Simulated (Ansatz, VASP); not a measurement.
# C in VASP and in Ansatz

```
CELL_PARAMETERS angstrom
-1.27369 2.46999 2.10182
1.27369 -2.46999 2.10182
1.27369 2.46999 -2.10182
ATOMIC_POSITIONS crystal
C 0.73296 0.14583 0.58713
C 0.94130 0.85417 0.08713
C 0.05870 0.14583 0.91287
C 0.26704 0.85417 0.41287
```

Alike in both runs: functional PBE; k mesh 10 × 10 × 10; occupations gaussian, width 0.02 eV; no spin polarisation.

Ansatz relaxed the structure, and its values are those at the end. VASP's run is a single point on that final structure, the one shown.

|  | VASP | Ansatz |
| --- | --- | --- |
| version | VASP 6.6.1 | Ansatz 0.2.0 |
| potentials or method | VASP PAW PBE potentials, release 64 (C) | scalar-relativistic, plane waves, PAW |
| plane-wave cutoff (eV) | 520 | 420 |
| valence electrons in the cell | 16 | 16 |

Ansatz gave:

```
gap on the k mesh at the Fermi level (eV) : 2.72
least direct gap on the mesh (eV)         : 3.96
pressure (GPa)                            : 0.0
rms of the force components (eV/Å)        : 0.000
```

Q: Which values does VASP return?

A: gap on the k mesh at the Fermi level (eV): 2.71; least direct gap on the mesh (eV): 3.95; pressure (GPa): 0.5; rms of the force components (eV/Å): 0.011.
